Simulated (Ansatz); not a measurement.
# Zr2Se: the cost of one run

Computed with Ansatz 0.2.0 (DFT PBE, scalar-relativistic, plane waves, PAW, unless a step's input says otherwise).

1 further run of the same task is left out (it didn't finish).

### 1 Starting point

Symmetry: I4/mmm, No. 139, tetragonal system. The conventional cell has a = 4.222 Å, b = 4.222 Å, c = 6.925 Å, α = 90.00°, β = 90.00°, γ = 90.00°. Around Zr (site symmetry 4mm) lie 1 Zr at 1.29 Å. Around Se (site symmetry 4/mmm) lie 10 Zr at 2.82 to 3.05 Å.

Coordinates:

```cif
data_structure
_symmetry_space_group_name_H-M 'I4/mmm'
_symmetry_Int_Tables_number 139
_cell_length_a 4.2224
_cell_length_b 4.2224
_cell_length_c 6.9252
_cell_angle_alpha 90.000
_cell_angle_beta 90.000
_cell_angle_gamma 90.000
_cell_volume 123.47
loop_
_atom_site_label
_atom_site_type_symbol
_atom_site_symmetry_multiplicity
_atom_site_Wyckoff_symbol
_atom_site_fract_x
_atom_site_fract_y
_atom_site_fract_z
_atom_site_occupancy
Zr1 Zr 4 e 0.50000 0.50000 0.09300 1
Se1 Se 2 a 0.00000 0.00000 0.00000 1
```

This is candidate A: anti-CaC2 type (I4/mmm, No. 139).

(A quick probe on a coarse mesh, which set the mesh and smearing, is not shown.)

### 3 A loose first relaxation (candidate A)

Contents of input.yaml:

```yaml
crystal:
  lattice:
    - [-2.1111942404, 2.1111942404, 3.4625756437]
    - [2.1111942404, -2.1111942404, 3.4625756437]
    - [2.1111942404, 2.1111942404, -3.4625756437]
  atoms:
    - { symbol: Zr, position: [0.593, 0.593, 0.0] }
    - { symbol: Zr, position: [0.407, 0.407, 0.0] }
    - { symbol: Se, position: [0.0, 0.0, 0.0] }
basis:
  ecutwfc: 420
kpoints:
  mp_grid: { grid: [6, 6, 6] }
hamiltonian:
  xc: pbe
scf:
  occupations: { method: gaussian, width: 0.1 }
  lower_state_search: "off"
output:
  forces: true
  stress: true
  eigenvalues: true
relax:
  adjacent_minimum: "off"
  f_tol: 0.04
  max_steps: 70
  cell: { stress_tol: 0.4 }
```

Run with:

```bash
> ansatz run input.yaml --threads 1 --pin off --max-ram 2560MiB --backend cpu --events-out ev --progress --plain --runs-dir out
```

Q: Estimate wall time and peak memory on 1 thread of Intel Xeon Platinum 8375C at 2.90GHz (Ice Lake), shared host.

About 69 s, with a peak of 0.49 GiB.
